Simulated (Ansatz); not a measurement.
# All-electron card of TaN

```
CELL_PARAMETERS angstrom
3.05000 0.00000 0.00000
-1.52500 2.64138 0.00000
0.00000 0.00000 4.94000
ATOMIC_POSITIONS crystal
Ta 0.33333 0.66667 0.00000
Ta 0.66667 0.33333 0.50000
N 0.33333 0.66667 0.38500
N 0.66667 0.33333 0.88500
```

Atom numbers follow the list: Ta1, Ta2, N3, N4.

The cell is a database entry far from equilibrium at this level of theory, probably a faulty or high-pressure entry; it serves as a test geometry alone.

Spin–orbit coupling is left out, though it moves levels of the heavy atoms by tenths of an eV or more.

All numbers are computed: DFT, PBE, all-electron LAPW, scalar-relativistic (Ansatz 0.2.0); DFT, PBE, PAW with Ansatz's default frozen-core files, scalar-relativistic (Ansatz 0.2.0).

For LAPW: a Γ-centred 9×9×5 k mesh, Fermi–Dirac smearing of 0.01 eV, basis error target 1 meV/atom, no spin polarisation. PAW takes a cutoff of 420 eV at this cell. The Ansatz runs share mesh, smearing and spin set-up. Values come from LAPW unless marked.

```json
{"Löwdin charges (with 0.21 e of the cell spilling out of the atomic basis, so their sizes and signs hang on that basis)": "Ta1 0.57, N3 -0.47 e", "Band gap": "none: bands cross the Fermi level, a metal", "Bader charges (from the PAW run)": "Ta1 +1.73, N3 -1.73 e", "Density of states at the Fermi level (0.2 eV bin)": "1.52 states/eV per cell", "Stress xx, yy, zz (compression positive)": "143.09, 143.09, 118.81 GPa", "Volume per atom": "9.95 Å³"}
```

(1) Give the computed value. Pressure at this cell.

(2) Give the computed value. Largest force.

Results:

(1) 135.0 GPa.

(2) 2.306 eV/Å on Ta1.
